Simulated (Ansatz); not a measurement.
Runs of Ansatz 0.2.0 on Si2Mo. It takes space group P6_222 (No. 180, hexagonal). Conventional cell: a = 4.585 Å, b = 4.585 Å, c = 6.580 Å, α = 90.00°, β = 90.00°, γ = 120.00°. Around Mo (site symmetry 222) lie 10 Si at 2.57 to 2.67 Å. Around Si (site symmetry 2) lie 5 Si at 2.55 to 2.67 Å and 5 Mo at 2.57 to 2.67 Å. Measurements of this composition are mostly on another form, of space group No. 139.

```csv
task,level,U,cell,k mesh,points for each segment of the path,hubbard projectors,double counting,gap on the mesh (eV),pressure (GPa),relaxed volume (Å³/atom)
relaxation of cell and atoms,BLYP,-,relaxed,5 × 5 × 3,-,-,-,(a),0.0,14.19
band structure,revPBE,-,as given,7 × 7 × 4,10,-,-,0.28,5.5,-
relaxation of cell and atoms,revPBE,-,relaxed,7 × 7 × 4,-,-,-,0.28,0.0,13.66
relaxation of cell and atoms,PBE+D4,-,relaxed,7 × 7 × 4,-,-,-,0.27,0.0,(c)
band structure,BLYP,-,as given,7 × 7 × 4,10,-,-,0.27,12.6,-
relaxation of cell and atoms,PBEsol+U,Mo d U = 3 eV,relaxed,5 × 5 × 3,-,ortho-atomic (the default),fll (the default),0.95,0.0,13.17
relaxation of cell and atoms,RPBE,-,relaxed,7 × 7 × 4,-,-,-,0.28,0.0,(b)
```

Alike in all rows: potentials or basis Ansatz PAW; no spin polarisation; cutoff (eV) 420; smearing fermi-dirac 0.05 eV.

Estimate the missing entries.

(a) 0.56; (b) 13.71; (c) 13.15.

Caveats: the PAW data sets come from PBE, with cores solved anew for the run's functional, which leaves a small shift of forces and pressure (some runs); odd divisions of the mesh miss points on the zone boundary, where band edges often lie, so the gap on the mesh can be too wide (some runs); the plane-wave basis is chosen anew once the cell has moved, so the energies of steps on either side of that aren't comparable (some runs); the k mesh misses the band edges, so the gap on the mesh is wider than the one along the path (some runs); the U is typed as a test and isn't derived for this compound (some runs).

A k mesh can miss the band edges, and the runs leave out spin-orbit coupling on Mo.
